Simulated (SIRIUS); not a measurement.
# Te (P3_121) in SIRIUS: a series of runs

The runs below take Te through equation of state, with PBE, PBE+D3.

Everything below comes from runs of SIRIUS 7.12.0. Logs are shortened: lines on timing, memory, paths and dates and some standing lists are left out, and cuts for length are marked. The log counts tension as positive stress, the text compression.

## 1. The structure

The structure is trigonal, space group P3_121 (No. 152). The conventional cell has a = 4.454 Å, b = 4.454 Å, c = 5.924 Å, α = 90.00°, β = 90.00°, γ = 120.00°. Te (site symmetry 2) has 2 Te at 2.86 Å as nearest neighbours.

## 2. Equation of state, PBE

The input, run.py:

```python
import json, subprocess
import numpy as np
from ase.io import read
from ase.units import Bohr, Hartree
from ase.calculators.calculator import Calculator, all_changes, SCFError
from ase.eos import EquationOfState
from ase.units import GPa

class Sirius(Calculator):
    """Writes sirius.json, runs sirius.scf and reads output.json. Species files lie in the folder."""
    implemented_properties = ["energy", "free_energy", "forces", "magmom", "magmoms"]

    def __init__(self, settings, start):
        super().__init__()
        self.settings, self.start, self.warm = settings, start, False

    def run(self, atoms, settings, task):
        symbols = atoms.get_chemical_symbols()
        types = sorted(set(symbols))
        spin = settings["parameters"]["num_mag_dims"] > 0
        rows = {t: [] for t in types}
        for s, x, m in zip(symbols, atoms.get_scaled_positions(wrap=False), atoms.get_initial_magnetic_moments()):
            rows[s].append(list(x) + ([0, 0, m] if spin else []))
        cell = dict(lattice_vectors=(atoms.cell[:] / Bohr).tolist(), atom_types=types,
                    atom_files={t: t + ".json" for t in types}, atoms=rows)
        with open("sirius.json", "w") as f:
            json.dump(dict(settings, unit_cell=cell), f, indent=1)
        with open("sirius.log", "a") as log:
            subprocess.run(["sirius.scf", "--input=sirius.json", "--output=output.json", f"--task={task}"],
                           stdout=log, stderr=log, check=True)
        with open("output.json") as f:
            return json.load(f)["ground_state"], np.argsort(np.argsort(symbols, kind="stable"))

    def calculate(self, atoms=None, properties=["energy"], system_changes=all_changes):
        super().calculate(atoms, properties, system_changes)
        if not self.warm or "cell" in system_changes:
            loose = dict(self.settings, parameters={**self.settings["parameters"], **self.start})
            self.run(atoms, loose, task=0)  # loose LDA density as the start
            self.warm = True
        gs, order = self.run(atoms, self.settings, task=1)
        if not gs["converged"]:
            raise SCFError("SIRIUS did not converge")
        e = gs["energy"]
        free = e["free"] * Hartree  # E - TS, whose slope the forces are
        self.results = dict(energy=free, free_energy=free,
                            forces=np.array(gs["forces"])[order] * Hartree / Bohr)
        if "magnetisation" in gs:
            self.results["magmom"] = gs["magnetisation"]["total"][2]
            self.results["magmoms"] = np.array(gs["magnetisation"]["atoms"])[order, 2]
        self.gap, self.fermi = gs["band_gap"] * Hartree, gs["efermi"] * Hartree

settings = {'control': {'processing_unit': 'cpu',
             'std_evp_solver_name': 'lapack',
             'gen_evp_solver_name': 'lapack',
             'verbosity': 1,
             'print_forces': True,
             'ortho_rf': True,
             'use_second_variation': True,
             'rmt_max': 3.0},
 'parameters': {'electronic_structure_method': 'full_potential_lapwlo',
                'xc_functionals': ['XC_GGA_X_PBE', 'XC_GGA_C_PBE'],
                'core_relativity': 'dirac',
                'valence_relativity': 'iora',
                'num_fv_states': 44,
                'smearing': 'fermi_dirac',
                'smearing_width': 0.0018374661,
                'pw_cutoff': 20,
                'gk_cutoff': 3.31,
                'lmax_apw': 10,
                'lmax_rho': 8,
                'lmax_pot': 8,
                'num_mag_dims': 0,
                'auto_rmt': 0,
                'ngridk': [5, 5, 3],
                'shiftk': [0, 0, 0],
                'num_dft_iter': 80,
                'energy_tol': 1e-07,
                'density_tol': 1e-05,
                'use_symmetry': True},
 'settings': {'tol_ne': 1e-10},
 'iterative_solver': {'type': 'exact'},
 'mixer': {'type': 'anderson', 'beta': 0.5, 'max_history': 8}}
start = {'xc_functionals': ['XC_LDA_X', 'XC_LDA_C_PW'],
 'ngridk': [2, 2, 1],
 'gk_cutoff': 2.65,
 'smearing': 'fermi_dirac',
 'smearing_width': 0.0055,
 'energy_tol': 0.01,
 'density_tol': 0.05,
 'num_dft_iter': 30}

atoms = read("Te.xyz")
sirius = Sirius(settings, start)
atoms.calc = sirius

cell = atoms.cell.copy()
volumes, energies = [], []
for x in [0.94, 0.96, 0.98, 1.0, 1.02, 1.04, 1.06]:
    atoms.set_cell(cell * x ** (1 / 3), scale_atoms=True)
    volumes.append(atoms.get_volume() / len(atoms))
    energies.append(atoms.get_potential_energy() / len(atoms))
    print(f"{volumes[-1]:10.4f} A^3/atom {energies[-1]:16.6f} eV/atom")
eos = EquationOfState(volumes, energies, eos="birchmurnaghan")
v0, e0, b0 = eos.fit()
print(f"V0 {v0:.4f} A^3/atom, B0 {b0 / GPa:.2f} GPa, B0' {eos.eos_parameters[2]:.2f}")
result = dict(volumes=volumes, energies=energies)
result.update(gap=sirius.gap, fermi=sirius.fermi, **{k: np.array(v).tolist() for k, v in sirius.results.items() if "mag" in k})
with open("result.json", "w") as f:
    json.dump(result, f)
```

The input, Te.xyz:

```xyz
3
Lattice="4.4540000000 0.0000000000 0.0000000000 -2.2270000000 3.8572771485 0.0000000000 0.0000000000 0.0000000000 5.9240000000" Properties=species:S:1:pos:R:3 pbc="T T T"
Te     1.6279370000      2.8196695956      0.0000000000
Te    -0.5990630000      1.0376075529      3.9493333335
Te     1.1981260000      0.0000000000      1.9746666665
```

Potentials or basis: all-electron FP-LAPW, apw+lo standard.

Launch:

```console
OMP_NUM_THREADS=1 python run.py
```

Output:

```text
31.8899 A^3/atom   -184951.378463 eV/atom
   32.5684 A^3/atom   -184951.396815 eV/atom
   33.2469 A^3/atom   -184951.409781 eV/atom
   33.9254 A^3/atom   -184951.419129 eV/atom
   34.6039 A^3/atom   -184951.422842 eV/atom
   35.2824 A^3/atom   -184951.422952 eV/atom
   35.9609 A^3/atom   -184951.419439 eV/atom
V0 34.9547 A^3/atom, B0 48.95 GPa, B0' 2.03
```

sirius.log (last run):

```text
[info] SIRIUS version : 7.12.0
[info] number of MPI ranks           : 1
[info] MPI grid                      : 1 1
[info] maximum number of OMP threads : 1
[fft] FFT context for density and potential
[fft] =====================================
[fft]   plane wave cutoff                     : 20
[fft]   grid size                             : 60 60 75   total : 270000
[fft]   grid limits                           : -29 30   -29 30   -37 37
[fft]   number of G-vectors within the cutoff : 98557
[fft]   number of G-shells                    : 4750
[fft] FFT context for coarse grid
[fft] =====================================
[fft]   plane wave cutoff                     : 6.62
[fft]   grid size                             : 24 24 27   total : 15552
[fft]   grid limits                           : -11 12   -11 12   -13 13
[fft]   number of G-vectors within the cutoff : 3511
[fft]   number of G-shells                    : 222
[unit cell] lattice vectors
[unit cell]   a1 :       8.5819181560      0.0000000000      0.0000000000
[unit cell]   a2 :      -4.2909590780      7.4321591364      0.0000000000
[unit cell]   a3 :       0.0000000000      0.0000000000     11.4142979695
[unit cell] reciprocal lattice vectors
[unit cell]   b1 :       0.7321423012      0.4227025547     -0.0000000000
[unit cell]   b2 :       0.0000000000      0.8454051093      0.0000000000
[unit cell]   b3 :       0.0000000000     -0.0000000000      0.5504662069
[unit cell] unit cell volume :       728.02882399 [a.u.^3]
[unit cell] 1/sqrt(omega)    :         0.03706173
[unit cell] MT volume        :       205.92591951 (28.29%)
[unit cell] IT volume        :       522.10290449 (71.71%)
[unit cell] number of atom types : 1
[unit cell] type id : 0 symbol : Te mt_radius :   2.540000 num_atoms : 3
[unit cell] total number of atoms : 3
[unit cell] number of symmetry classes : 1
[... 154 lines left out ...]
[find] Charges and magnetic moments
[find] --------------------------------------------------------------------------------
[find] atom      charge    core leakage
[find] --------------------------------------------------------------------------------
[find]    0   49.650588    8.091855e-12
[find]    1   49.650588    8.091855e-12
[find]    2   49.650588    8.091855e-12
[find] total core leakage    : 2.42755647e-11
[find] interstitial charge   : 7.048232
[find] total charge          : 155.999995
[find] Energy
[find] --------------------------------------------------------------------------------
[find] valence_eval_sum               :    -140.89119091
[find] core_eval_sum                  :  -12256.35333941
[find] kinetic energy                 :   21542.67219867
[find] enuc                           :  -24781.25489897
[find] <rho|V^{XC}>                   :    -689.56509661
[... 34 lines left out ...]
[find] valence_eval_sum               :    -140.45069798
[find] core_eval_sum                  :  -12254.51508821
[find] kinetic energy                 :   21554.94260828
[find] enuc                           :  -24786.98705296
[find] <rho|V^{XC}>                   :    -689.67764566
[find] <rho|E^{XC}>                   :    -528.35829614
[find] <mag|B^{XC}>                   :       0.00000000
[find] <rho|V^{H}>                    :  -33260.23074882
[find] smearing (-TS)                 :      -0.00000076
[find] SCF correction                 :       0.00005048
[find] Total energy                   :  -20390.51806475 (Ha),  -40781.03612950 (Ry)
[find] Free energy (E-TS)             :  -20390.51806551 (Ha),  -40781.03613102 (Ry)
[find] band gap (eV)                  :       0.90100436
[find] Efermi                         :       0.17099191
[find] iteration : 7, RMS (target) : 1.9643e-06 (1.0000e-05) , energy difference (target) : -6.3992e-09 (1.0000e-07)
[find] converged after 8 SCF iterations!
[find] Charges and magnetic moments
[find] --------------------------------------------------------------------------------
[find] atom      charge    core leakage
[find] --------------------------------------------------------------------------------
[find]    0   49.646663    8.019307e-12
[find]    1   49.646663    8.019307e-12
[find]    2   49.646663    8.019307e-12
[find] total core leakage    : 2.40579218e-11
[find] interstitial charge   : 7.060005
[find] total charge          : 155.999995
[find] Energy
[find] --------------------------------------------------------------------------------
[find] valence_eval_sum               :    -140.45069798
[find] core_eval_sum                  :  -12254.51508821
[find] kinetic energy                 :   21554.94260828
[find] enuc                           :  -24786.98705296
[find] <rho|V^{XC}>                   :    -689.67764566
[find] <rho|E^{XC}>                   :    -528.35829614
[find] <mag|B^{XC}>                   :       0.00000000
[find] <rho|V^{H}>                    :  -33260.23074882
[find] smearing (-TS)                 :      -0.00000076
[find] SCF correction                 :       0.00005048
[find] Total energy                   :  -20390.51806475 (Ha),  -40781.03612950 (Ry)
[find] Free energy (E-TS)             :  -20390.51806551 (Ha),  -40781.03613102 (Ry)
[find] band gap (eV)                  :       0.90100436
[find] Efermi                         :       0.17099191
[ground_state]
[ground_state] ==== total Forces in Ha/bohr =====
[ground_state] atom:    0, force:       0.0012218      0.0021162      0.0000000
[ground_state] atom:    1, force:       0.0012218     -0.0021162      0.0000000
[ground_state] atom:    2, force:      -0.0024436     -0.0000000      0.0000000
```

Te.json:

```text
{
  "name": "tellurium",
  "symbol": "Te",
  "number": 52,
  "mass": 127.6,
  "rmin": 1e-06,
  "rmt": 2.54,
  "nrmt": 800,
  "rinf": 14.28,
  "core": "1s2s2p3s3p3d",
  "valence": [
    {"basis": [{"enu": -0.03, "dme": 0, "n": 0, "auto": 0}, {"enu": -0.03, "dme": 1, "n": 0, "auto": 0}]},
    {"l": 0, "n": 1, "basis": [{"enu": -0.0491, "dme": 0, "n": 0, "auto": 0}]},
    {"l": 1, "n": 2, "basis": [{"enu": 0.07, "dme": 0, "n": 0, "auto": 0}]},
    {"l": 2, "n": 3, "basis": [{"enu": 0.07, "dme": 0, "n": 0, "auto": 0}]},
    {"l": 3, "n": 4, "basis": [{"enu": 0.07, "dme": 0, "n": 0, "auto": 0}]}
  ],
  "lo": [
    {
      "l": 0,
      "basis": [{"enu": -0.0491, "dme": 0, "n": 0, "auto": 0}, {"enu": -0.0491, "dme": 1, "n": 0, "auto": 0}]
    },
    {
      "l": 0,
      "basis": [{"enu": -5.7139, "dme": 0, "n": 4, "auto": 1}, {"enu": -5.7139, "dme": 1, "n": 4, "auto": 1}]
    },
    {
      "l": 0,
      "basis": [{"enu": -5.7139, "dme": 1, "n": 4, "auto": 1}, {"enu": -0.0491, "dme": 0, "n": 0, "auto": 0}]
    },
    {
      "l": 0,
      "basis": [{"enu": -0.0491, "dme": 0, "n": 0, "auto": 0}, {"enu": 2.4309, "dme": 0, "n": 0, "auto": 0}]
    },
    {"l": 1, "basis": [{"enu": 0.07, "dme": 0, "n": 0, "auto": 0}, {"enu": 0.07, "dme": 1, "n": 0, "auto": 0}]},
    {
      "l": 1,
      "basis": [{"enu": -3.896, "dme": 0, "n": 4, "auto": 1}, {"enu": -3.896, "dme": 1, "n": 4, "auto": 1}]
    },
    {"l": 1, "basis": [{"enu": -3.896, "dme": 1, "n": 4, "auto": 1}, {"enu": 0.07, "dme": 0, "n": 0, "auto": 0}]},
    {"l": 1, "basis": [{"enu": 0.07, "dme": 0, "n": 0, "auto": 0}, {"enu": 2.922, "dme": 0, "n": 0, "auto": 0}]},
    {"l": 2, "basis": [{"enu": 0.07, "dme": 0, "n": 0, "auto": 0}, {"enu": 0.07, "dme": 1, "n": 0, "auto": 0}]},
    {
      "l": 2,
      "basis": [{"enu": -1.2402, "dme": 0, "n": 4, "auto": 1}, {"enu": -1.2402, "dme": 1, "n": 4, "auto": 1}]
    },
    {
      "l": 2,
      "basis": [{"enu": -1.2402, "dme": 1, "n": 4, "auto": 1}, {"enu": 0.07, "dme": 0, "n": 0, "auto": 0}]
    },
    {"l": 2, "basis": [{"enu": 0.07, "dme": 0, "n": 0, "auto": 0}, {"enu": 3.294, "dme": 0, "n": 0, "auto": 0}]},
    {"l": 3, "basis": [{"enu": 0.07, "dme": 0, "n": 0, "auto": 0}, {"enu": 0.07, "dme": 1, "n": 0, "auto": 0}]},
    {"l": 3, "basis": [{"enu": 0.07, "dme": 0, "n": 0, "auto": 0}, {"enu": 2.767, "dme": 0, "n": 0, "auto": 0}]}
  ],
  "free_atom": [... radial grid and density of the free atom, the start of the SCF ...]
}
```

Wall time 8.8 min (1 thread of Arm Neoverse V2, shared host); peak memory 0.62 GiB.

Results:

```
Equilibrium volume                        : 34.96 Å³/atom (rough: see the caveat)
Bulk modulus at fixed shape and positions : 48 GPa (rough)
```

Energy against volume, from the lowest point:
```csv
volume (Å³/atom),energy (meV/atom)
31.890,44.49
32.568,26.14
33.247,13.17
33.925,3.82
34.604,0.11
35.282,0.00
35.961,3.51
```

Caveat: the fit is doubtful: noisy points or a state that changes with volume; the cell was scaled at fixed shape and fractional positions, which overstates the stiffness of a crystal with free parameters, most of all of layers and chains.

## 3. Equation of state, PBE+D3

Edit run.py of step 2 so:

```diff
@@ -7,2 +7,4 @@
 from ase.units import GPa
+from ase.calculators.mixing import SumCalculator
+from dftd3.ase import DFTD3
 
@@ -95,3 +97,4 @@
 sirius = Sirius(settings, start)
-atoms.calc = sirius
+dispersion = DFTD3(method="pbe", damping="d3zero")
+atoms.calc = SumCalculator([sirius, dispersion])
 
@@ -109,2 +112,3 @@
 result.update(gap=sirius.gap, fermi=sirius.fermi, **{k: np.array(v).tolist() for k, v in sirius.results.items() if "mag" in k})
+result['dispersion'] = dispersion.get_potential_energy(atoms)
 with open("result.json", "w") as f:
```

Te.xyz is that of step 2.

Potentials or basis: all-electron FP-LAPW, apw+lo standard.

Launch:

```console
OMP_NUM_THREADS=1 python run.py
```

It took 8.8 min on 1 thread of Arm Neoverse V2, shared host; peak memory 0.62 GiB.

It converged, with:

```yaml
Equilibrium_volume: "34.10 Å³/atom (rough: see the caveat)"
Bulk_modulus_at_fixed_shape_and_positions: 50 GPa (rough)
```

Energy against volume, from the lowest point:
| volume (Å³/atom) | energy (meV/atom) |
| --- | --- |
| 31.890 | 24.37 |
| 32.568 | 11.55 |
| 33.247 | 4.02 |
| 33.925 | 0.00 |
| 34.604 | 1.50 |
| 35.282 | 6.48 |
| 35.961 | 14.97 |

Caveat: the fit is doubtful: noisy points or a state that changes with volume; the cell was scaled at fixed shape and fractional positions, which overstates the stiffness of a crystal with free parameters, most of all of layers and chains.

## 4. The reference run

An earlier run on the cell as given: functional PBEsol; potentials or basis all-electron FP-LAPW; cutoff 149 eV; basis apw+lo standard; k mesh 7 × 7 × 5; occupations fermi-dirac, width 0.05 eV; no spin polarisation.

* Largest force: 0.107 eV/Å
* Band gap on the k mesh: 0.59 eV, indirect (least direct gap 0.77 eV)
* All electrons inside the program's atomic spheres: Te 49.68 (radii Te 2.54 bohr)
